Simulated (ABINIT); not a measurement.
# Pb in ABINIT: convergence with boxcutmin

Pb:

```xyz
2
Lattice="3.0386 -1.7503 0.0000 3.0386 1.7503 0.0000 -2.1155 0.0000 6.0952" Properties=species:S:1:pos:R:3 pbc="T T T"
Pb    3.9848    0.0000    4.4269
Pb   -0.0230    0.0000    1.6683
```

This isn't the form of Pb at room conditions, which is fcc.

* Program: ABINIT 10.8.3 (patched build)
* Task: single point
* Functional: PBE
* Potentials or basis: JTH PAW PBE v2.0 sp
* Cutoff: 408 eV
* k mesh: 9 × 9 × 5
* Occupations: fermi-dirac, width 0.05 eV
* Spin: no spin polarisation

These are the settings of the first run; the series varies boxcutmin, with any setting tied to it.

Hardware: 1 thread of Intel(R) Xeon(R) 6975P-C (Granite Rapids), with other jobs on the host.

```csv
boxcutmin,"energy less the tightest run, at zero smearing (meV/atom)",SCF cycles,CPU time (s),peak memory (GiB)
1.3,0.01,10,11,0.14
1.5,0.01,11,13,0.14
1.7,-0.01,11,15,0.14
1.85,0.00,11,18,0.15
2,0.00,11,19,0.16
2.3,0.01,11,27,0.17
2.7,0.00,11,31,0.21
```

Against the tightest run, the energy stays within 1 meV/atom from 1.3 on. The tightest run that finished is the yardstick and may itself not be fully converged.

Caveat, for the tightest run too: this set keeps more shells in the core, which shifts pressures and gaps. Spin-orbit coupling is left out, which matters for the levels of Pb.
